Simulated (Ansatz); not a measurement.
Runs of Ansatz 0.2.0 on BP. The structure is cubic, space group F-43m (No. 216). The conventional cell has a = 4.538 Å, b = 4.538 Å, c = 4.538 Å, α = 90.00°, β = 90.00°, γ = 90.00°. Around P (site symmetry -43m) lie 4 B at 1.97 Å. Around B (site symmetry -43m) lie 4 P at 1.97 Å. 

```csv
level,cutoff (eV),gap on the mesh (eV),pressure (GPa)
r2SCAN,500,1.42,(d)
BLYP,420,1.51,6.0
LDA,420,(b),-5.2
PBEsol,420,1.13,-2.0
RPBE,420,1.27,4.0
revPBE,420,(a),(c)
```

Alike in all rows: task band structure; potentials or basis Ansatz PAW; no spin polarisation; cell as given; k mesh 10 × 10 × 10; smearing fermi-dirac 0.05 eV.

**Question.** Estimate the missing entries.

**Answer.** (a) 1.26; (b) 1.19; (c) 3.3; (d) -0.2.

Caveats: the PAW data sets come from PBE, with cores solved anew for the run's functional, which leaves a small shift of forces and pressure.

Runs at the PBE level aren't shown here.
